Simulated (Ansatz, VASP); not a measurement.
# Cross-check of Si (dimer Si chain) between VASP and Ansatz, part 2 of 2

One calculation is typed for both programs; each brings its own data sets. How far apart do they land? The structure shown is the start of the Ansatz relaxation below; VASP solves that cell, so the two are compared at the walk's first step.

VASP 6.6.1 and Ansatz 0.2.0.

So far. Step 7 (Differences): The forces differ by 33 meV/Å r.m.s., which is 0.9 % of the r.m.s. force of 3.429 eV/Å (both taken over all components). Moments aren't recorded for both runs of this pair, so they may hold unlike magnetic states.

### 8. Ansatz: relaxation, RPBE

Level of this step: Ansatz beside VASP: Kohn-Sham DFT, plane waves, RPBE (Ansatz).

The two programs are compared at the cell with which this relaxation starts, whose forces are those of its first step.

The structure compared here is the start of the Ansatz relaxation; VASP solves that cell, so the two are compared at the walk's first step.

Contents of input.yaml:

```yaml
crystal:
  lattice:
    - [7.5, 0.0, 0.0]
    - [0.0, 7.5, 0.0]
    - [0.0, 0.0, 4.218]
  atoms:
    - { symbol: Si, position: [0.5, 0.5, 0.0], spin: 0.3 }
    - { symbol: Si, position: [0.5, 0.5, 0.45], spin: 0.3 }
magnetization:
  spin_polarized: true
kpoints:
  mp_grid: { grid: [1, 1, 19] }
scf:
  occupations: { method: fermi_dirac, width: 0.05 }
hamiltonian:
  xc: rpbe
relax:
  cell: { fix: [a, b, alpha, beta, gamma] }
  max_steps: 60
```

Run with:

```bash
ansatz run input.yaml --threads 4 --pin off --max-ram 8192MiB --backend cpu --events-out ev --progress --plain --runs-dir out
```

Numbers of over 12 decimals in the logs are rounded to 6 here.

Output:

```text
[...]
Crystal: 2 atoms, lattice volume = 237.262 Å³
Basis set: ecut = 420 eV, 4623 PW (Γ), exchange–correlation on 108×108×60 points (8 copies of the dense FFT grid, shifted against one another)
Bands: 9, of which v1, the nominal top of the filled ones, is band 4 counted from 1 (3 counted from 0)
Symmetry: 16 space group operations
[...]
0.000000       0.160666       0.000000
        0.000000       0.000000       0.010055
  P = ⅓ Tr σ = 0.1105 GPa (1.105 kbar)
--- Relaxed structure (6 steps of the walk, 6 accepted, 1 SCFs on fresh bases) ---
[...]
cell:  # Å, volume = 249.8541 Å³
    - [7.5, 0.0, 0.0]
    - [0.0, 7.5, 0.0]
    - [0.0, 0.0, 4.441852]
  atoms:
    - { symbol: Si, position: [0.5, 0.5, -0.024982] }
    - { symbol: Si, position: [0.5, 0.5, 0.474982] }
[key lines of the parts left out:]
SCF converged after 5 iterations
Magnetization: 0.0000 μB (4.0000 up, 4.0000 down)
Free energy (F): -1274.019921 eV
Fermi energy:    -3.260592 eV
```

### 9. VASP: single point, RPBE, start cell

The same cell, functional, mesh and smearing now go to VASP, with its own data sets.

Contents of INCAR:

```
SYSTEM = Si
PREC = Accurate
ENCUT = 400
EDIFF = 1E-06
NELM = 200
ISMEAR = -1
SIGMA = 0.05
LREAL = .FALSE.
ALGO = Normal
GGA = RP
NBANDS = 11
ISPIN = 2
MAGMOM = 0 0
LORBIT = 11
LWAVE = .FALSE.
LCHARG = .FALSE.
ISIF = 2
LASPH = .TRUE.
GGA_COMPAT = .FALSE.
KPAR = 2
```

Contents of POSCAR:

```
Si
1.0
    7.5000000000      0.0000000000      0.0000000000
    0.0000000000      7.5000000000      0.0000000000
    0.0000000000      0.0000000000      4.2180000000
Si
2
Direct
    0.5000000000      0.5000000000      1.0000000000
    0.5000000000      0.5000000000      0.4500000000
```

Contents of KPOINTS:

```
Automatic mesh
0
Gamma
1 1 19
0 0 0
```

PAW data sets: Si (PBE family, release 64).

Run with:

```bash
mpirun -np 2 vasp_std
```

Output:

```text
[banner, memory and clock lines left out]
running    2 mpi-ranks, on    1 nodes
[...]
|                                                                             |
|               ----> ADVICE to this user running VASP <----                  |
|                                                                             |
|     You enforced a specific xc type in the INCAR file but a different       |
|     [... a line on the potential file left out ...]
|     I HOPE YOU KNOW WHAT YOU ARE DOING!                                     |
|                                                                             |

 LDA part: xc-table for (Slater+PW92), standard interpolation
 POSCAR, INCAR and KPOINTS ok, starting setup
[...]
entering main loop
       N       E                     dE             d eps       ncg     rms          rms(c)
DAV:   1     0.264764469855E+02    0.26476E+02   -0.20280E+03   440   0.370E+02
DAV:   2    -0.471217759233E+01   -0.31189E+02   -0.30575E+02   622   0.756E+01
DAV:   3    -0.666714753418E+01   -0.19550E+01   -0.19460E+01   621   0.194E+01
DAV:   4    -0.669940701248E+01   -0.32259E-01   -0.32238E-01   594   0.311E+00
[...]
DAV:  16    -0.584113132061E+01   -0.25574E-04   -0.36670E-06   479   0.935E-03    0.146E-03
DAV:  17    -0.584113537003E+01   -0.40494E-05   -0.65248E-07   522   0.481E-03    0.524E-04
DAV:  18    -0.584113559669E+01   -0.22667E-06   -0.11420E-07   578   0.275E-03
   1 F= -.58411356E+01 E0= -.58303280E+01  d E =-.216151E-01  mag=     0.0011
```

OUTCAR, selected parts (step 9):

```text
  Total        0.2293180      0.2293180      6.8130925      0.0000000      0.0000000      0.0000000
  in kB        1.5485300      1.5485300     46.0071963      0.0000000      0.0000000      0.0000000
  external PRESSURE =      16.3680854 kB  Pullay stress =       0.0000000 kB

 POSITION                                       TOTAL-FORCE (eV/Angst)
 -----------------------------------------------------------------------------------
      3.75000      3.75000      0.00000         0.000000      0.000000     -5.975308
      3.75000      3.75000      1.89810         0.000000      0.000000      5.975308
 -----------------------------------------------------------------------------------
    total drift:                                0.000000     -0.000000      0.000004

  FREE ENERGIE OF THE ION-ELECTRON SYSTEM (eV)
  ---------------------------------------------------
  free  energy   TOTEN  =        -5.8411355967 eV

  energy  without entropy=       -5.8195205023  energy(sigma->0) =       -5.83032805

 magnetization (x)
# of ion       s       p       d       tot
------------------------------------------
    1        0.000   0.000   0.000   0.000
    2        0.000   0.000   0.000   0.000
--------------------------------------------------
tot          0.000   0.000   0.000   0.000

[... 2 parts as in an earlier step ...]

[... 1 further part left out ...]
[key lines of the parts left out:]
E-fermi :  -3.4240
```

### 10. Comparison

What differs besides the data sets and the points named for the pairs above, as far as they apply: Ansatz makes its cores anew for this functional, VASP keeps those of its PBE data sets. Total energies have different zeros and are not compared.

Forces (eV/Å; atoms numbered as in POSCAR):

| atom | Ansatz x, y, z | VASP x, y, z |
| --- | --- | --- |
| Si1 | 0.000, 0.000, -6.032 | 0.000, 0.000, -5.975 |
| Si2 | 0.000, 0.000, 6.032 | 0.000, 0.000, 5.975 |

The forces differ by 33 meV/Å r.m.s., which is 0.9 % of the r.m.s. force of 3.450 eV/Å (both taken over all components). Moments aren't recorded for both runs of this pair, so they may hold unlike magnetic states.

### 11. What came out

| Item | Value |
| --- | --- |
| r.m.s. force difference (single point, PBE, start cell, pair 1) | 0.70 % of the r.m.s. force |
| r.m.s. force difference (single point, PBE, start cell, pair 2) | 0.95 % of the r.m.s. force |
| r.m.s. force difference (single point, RPBE, start cell) | 0.95 % of the r.m.s. force |

The r.m.s. force difference is 0.95 % of the r.m.s. force (single point, PBE, start cell, pair 2), within the 3 % picked in this series as the mark of a large difference. 7 further runs of this series are not shown here. Such differences can come from data sets, numerical settings and the points named under the comparisons, not from the functional's error against experiment.

[Lines on the potential files, build, host, timing and source positions are cut from VASP's logs without a mark.]

[Logs are printed without paths, hosts, clocks, repeated set-up lines and the standing remarks that a program may print on its own settings, such as how far it seeks lower states.]

[Hosts, paths, dates, database ids (printed as entryN), source tags and the programs' standing remarks are cut or masked in the printed files.]
